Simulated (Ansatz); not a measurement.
# InAs under changes of volume

One of the cells (31.612 Å³/atom); the others are scaled copies at fixed shape and fractional positions:

```
In As
1.0
     0.00000    3.16193    3.16193
     3.16193    0.00000    3.16193
     3.16193    3.16193    0.00000
In As
1 1
Direct
  0.00000 0.00000 0.00000
  0.75000 0.75000 0.75000
```

- Program: Ansatz 0.2.0
- Functional: PBE
- Potentials or basis: Ansatz PAW
- Cutoff: 420 eV (not typed: the program's choice for these potentials)
- k mesh: 8 × 8 × 8
- Occupations: gaussian, width 0.01 eV
- Spin: collinear spin, ferromagnetic start
- Starting moments: [0.5, 0.0] μB

```tsv
volume (Å³/atom)	energy over the lowest point (meV/atom)	pressure (GPa)
29.716	0.00	-0.2
30.348	2.65	-1.1
30.980	8.82	-2.0
31.612	18.11	-2.7
32.245	30.16	-3.4
32.877	44.62	-3.9
33.509	?	?
```

What does the run at 33.509 Å³/atom give?

Energy over the lowest point 61.21 meV/atom; pressure -4.5 GPa.

Worked out: A Birch-Murnaghan fit of order 3 (a polynomial in V^(-2/3)) to the other rows has its minimum at 29.60 Å³/atom, just outside them, with B0 = V·E''(V) = 48 GPa and B' = 4.8. It gives 61.21 meV/atom at 33.509 Å³/atom, against the run's 61.21, and -dE/dV = -4.5 GPa, against -4.5.

Energies are extrapolated to zero smearing.

Caveats: the starting moments weren't kept.
